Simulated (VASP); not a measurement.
# Ta2N: relaxation of cell and atoms with PBE+D4+U

The system is Ta2N.

```
CELL_PARAMETERS angstrom
3.14518 -0.01138 -0.06403
-1.58245 2.67343 0.06915
-0.10016 0.06709 4.87356
ATOMIC_POSITIONS crystal
Ta 0.33333 0.66667 0.25471
Ta 0.66667 0.33333 0.74529
N 0.00000 0.00000 0.00000
```

The cell comes from a database or a generator and needn't be the stable form of this composition.

The cell isn't the ideal one: cell strained at random at fixed volume.

* Program: VASP 6.6.1
* Task: relaxation of cell and atoms
* Functional: PBE
* Dispersion: D4
* Potentials or basis: VASP PAW PBE potentials, release 54 (Ta_pv, N)
* Cutoff: 600 eV
* k mesh: 10 × 10 × 6
* Occupations: gaussian, width 0.05 eV
* Spin: no spin polarisation
* Hubbard terms: Ta d U = 3.5 eV, J = 1.0 eV
* LDAUTYPE: 1
* Hund's J: 1
* Further INCAR settings: ALGO = Fast; EDIFF = 1e-06; IBRION = 2; EDIFFG = -0.01; NSW = 40; ISIF = 3

The relaxed volume is 13.71 Å³/atom. The relaxed cell is a = 3.097 Å, b = 3.097 Å, c = 4.953 Å, α = 89.95°, β = 90.03°, γ = 120.04° and the space group after relaxing (to 0.05 Å) is P-3m1 (No. 164). The energy gained by relaxing is 20.1 meV/atom. The ionic steps are 16, the pressure after relaxing is 0.0 GPa and the band gap on the k mesh is none (metal or under the smearing width). The dispersion energy per atom is -0.295 eV.

Forces in eV/Å, atoms in the order of the input:
```
Ta   0.003  0.000  0.000
Ta  -0.003  0.000  0.000
N    0.000  0.000  0.000
```

Stress tensor (GPa, compression positive):
```
-0.02  0.07  0.03
 0.07 -0.01 -0.06
 0.03 -0.06  0.06
```

Step by step:
```
step  energy change (eV)  largest force (eV/Å)  pressure (GPa)  volume (Å³)
   1              0.0000                0.4664            2.93        40.87
   2             -0.0135                0.2432           -7.39        42.32
   3             -0.0429                0.0623           -3.16        41.64
   4             -0.0469                0.1821            3.99        40.57
   5             -0.0553                0.0930            0.64        41.05
   6             -0.0594                0.0706            0.13        41.10
   7             -0.0596                0.0665            0.14        41.09
   8             -0.0596                0.0660            0.17        41.09
   9             -0.0598                0.0407           -0.24        41.16
  10             -0.0599                0.0356           -0.42        41.19
  11             -0.0600                0.0307           -0.21        41.16
  12             -0.0601                0.0338           -0.08        41.14
  13             -0.0601                0.0472            0.15        41.10
  14             -0.0601                0.0412            0.06        41.12
  15             -0.0602                0.0228            0.04        41.12
  16             -0.0602                0.0026            0.01        41.12
```

Final structure:
```xyz
3
Lattice="3.0966 -0.0014 -0.0011 -1.5491 2.6815 0.0018 -0.0012 0.0014 4.9534" Properties=species:S:1:pos:R:3 pbc="T T T"
Ta   -0.0006    1.7870    1.2791
Ta    1.5470    0.8945    3.6750
N     0.0000    0.0000    0.0000
```

Levels at points of the mesh, in eV from the Fermi level:
| k point | band 11 | band 12 | band 13 | band 14 | band 15 | band 16 |
| --- | --- | --- | --- | --- | --- | --- |
| (0.00, 0.00, 0.00) | -5.47 | -0.85 | -0.22 | -0.21 | 0.00 | 0.52 |
| (0.50, 0.00, 0.00) | -4.58 | -2.79 | -1.57 | 1.39 | 1.97 | 3.84 |
| (0.00, 0.50, 0.00) | -4.58 | -2.79 | -1.57 | 1.39 | 1.97 | 3.84 |
| (0.50, 0.50, 0.00) | -4.58 | -2.79 | -1.58 | 1.37 | 1.98 | 3.84 |
| (0.00, 0.00, 0.50) | -3.26 | -2.96 | -0.99 | -0.97 | 1.55 | 1.72 |
| (0.50, 0.00, 0.50) | -3.42 | -2.40 | -2.27 | -0.64 | 0.71 | 3.56 |
| (0.00, 0.50, 0.50) | -3.42 | -2.40 | -2.27 | -0.64 | 0.71 | 3.56 |
| (0.50, 0.50, 0.50) | -3.43 | -2.40 | -2.27 | -0.65 | 0.72 | 3.56 |

Eigenvalues of the final occupation matrices:
| site | spin | trace | eigenvalues |
| --- | --- | --- | --- |
| site 1 d | 1 | 1.14 | 0.21 0.21 0.23 0.23 0.25 |
| site 1 d | 2 | 1.14 | 0.21 0.21 0.23 0.23 0.25 |
| site 2 d | 1 | 1.14 | 0.21 0.21 0.23 0.23 0.25 |
| site 2 d | 2 | 1.14 | 0.21 0.21 0.23 0.23 0.25 |

Run time: 21 min on 1 thread of AMD EPYC 9R45 (Zen 5), with other jobs on the host, peak memory 0.36 GiB.

Caveat: U without spin polarisation on a metal has little footing; pairwise dispersion overbinds metals, which lowers pressure and volume. Spin-orbit coupling is left out, which matters for the levels of Ta.
